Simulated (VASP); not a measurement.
Crystal: V.

```xyz
2
Lattice="2.6923 0.0000 0.0000 -1.3462 2.3316 0.0000 0.0000 0.0000 4.3966" Properties=species:S:1:pos:R:3 pbc="T T T"
V     0.0000    1.5544    1.0992
V     1.3462    0.7772    3.2975
```

This isn't the form of V at room conditions, which is bcc.

```yaml
Program: VASP 6.6.1
Task: relaxation of cell and atoms
Functional: PBE
Dispersion: D3(BJ)
Potentials_or_basis: VASP PAW PBE potentials, release 64 (V_sv)
Cutoff: 600 eV
k_mesh: 18 × 18 × 10
Occupations: gaussian, width 0.1 eV
Spin: no spin polarisation
```

At the start: pressure -7.0 GPa; volume 13.80 Å³/atom.

Question: Where does the relaxation end?

Answer: Over 9 steps the energy falls by 47.5 meV/atom and the volume is 13.23 Å³/atom (-4.1 %); space group P6_3/mmc (No. 194, to 0.05 Å).

The path:
| step | energy change (eV) | largest force (eV/Å) | pressure (GPa) | volume (Å³) |
| --- | --- | --- | --- | --- |
| 1 | 0.0000 | 0.0000 | -7.01 | 27.60 |
| 2 | -0.0269 | 0.0000 | 9.96 | 25.25 |
| 3 | -0.0461 | 0.0000 | 2.75 | 26.13 |
| 4 | -0.0856 | 0.0000 | 3.02 | 26.06 |
| 5 | -0.0904 | 0.0000 | 3.36 | 26.01 |
| 6 | -0.0870 | 0.0000 | -4.10 | 27.06 |
| 7 | -0.0950 | 0.0000 | 0.03 | 26.46 |
| 8 | -0.0951 | 0.0000 | -0.02 | 26.46 |
| 9 | -0.0951 | 0.0000 | -0.02 | 26.46 |

Final structure:
```
V
1.0
     2.57168    0.00000    0.00000
    -1.28584    2.22714    0.00000
     0.00000    0.00000    4.62013
V
2
Direct
  0.33333 0.66667 0.25000
  0.66667 0.33333 0.75000
```

Caveat: pairwise dispersion overbinds metals, which lowers pressure and volume.
